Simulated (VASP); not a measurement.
A run of VASP 6.6.1 is set up as follows.

Contents of INCAR:

```
ALGO = Normal ; EDIFF = 1E-7
EDIFFG = -0.005 ; ENCUT = 600
GGA = PS ; IBRION = 2
ISIF = 3 ; ISMEAR = 0
KPAR = 2 ; LASPH = T
LCHARG = F ; LREAL = F
LWAVE = F ; NELM = 80
NSW = 90 ; PREC = Accurate
SIGMA = 0.03
```

The input KPOINTS:

```
k-points
0
Gamma
  9 9 7
```

The input POSCAR:

```
Al2O3                                   
1.0
    2.3863419659      1.3777551763      4.3368574155
   -2.3863419659      1.3777551763      4.3368574155
   -0.0000000000     -2.7555103527      4.3368574155
  Al              O             
     4     6
Direct
     0.3520306769653003    0.3520306769653003    0.3520306769653003
     0.1479693230346997    0.1479693230346997    0.1479693230346997
     0.6479693230346996    0.6479693230346996    0.6479693230346996
     0.8520306769653004    0.8520306769653004    0.8520306769653004
     0.5558220078134735    0.9441779921865265    0.2500000000000000
     0.2500000000000000    0.5558220078134735    0.9441779921865265
     0.9441779921865265    0.2500000000000000    0.5558220078134735
     0.4441779921865265    0.0558220078134735    0.7500000000000000
     0.7500000000000000    0.4441779921865264    0.0558220078134735
     0.0558220078134735    0.7500000000000000    0.4441779921865264
```

Potentials or basis: VASP PAW PBE potentials, release 64 (Al, O).

Run with:

```console
$ cat potpaw_PBE.64/Al/POTCAR potpaw_PBE.64/O/POTCAR > POTCAR
$ mpirun -np 2 vasp_std > vasp.out
```

**Question.** Predict the band gap on the k mesh.

**Answer.** 6.05 eV, direct.

**Question.** Estimate the space group after relaxing (to 0.05 Å).

**Answer.** R-3c (No. 167).

**Question.** Predict the relaxed cell.

**Answer.** a = 5.138 Å, b = 5.138 Å, c = 5.138 Å, α = 55.35°, β = 55.35°, γ = 55.35°.

Final structure:
```
Al O
1.0
     2.38618    1.37766    4.33626
    -2.38618    1.37766    4.33626
     0.00000   -2.75532    4.33626
Al O
4 6
Direct
  0.35206 0.35206 0.35206
  0.14794 0.14794 0.14794
  0.64794 0.64794 0.64794
  0.85206 0.85206 0.85206
  0.55582 0.94418 0.25000
  0.25000 0.55582 0.94418
  0.94418 0.25000 0.55582
  0.44418 0.05582 0.75000
  0.75000 0.44418 0.05582
  0.05582 0.75000 0.44418
```

Caveat: an odd mesh through Γ misses points on the zone boundary, where band edges often lie. A hybrid or GW would open this gap; PBEsol tends to underestimate it.
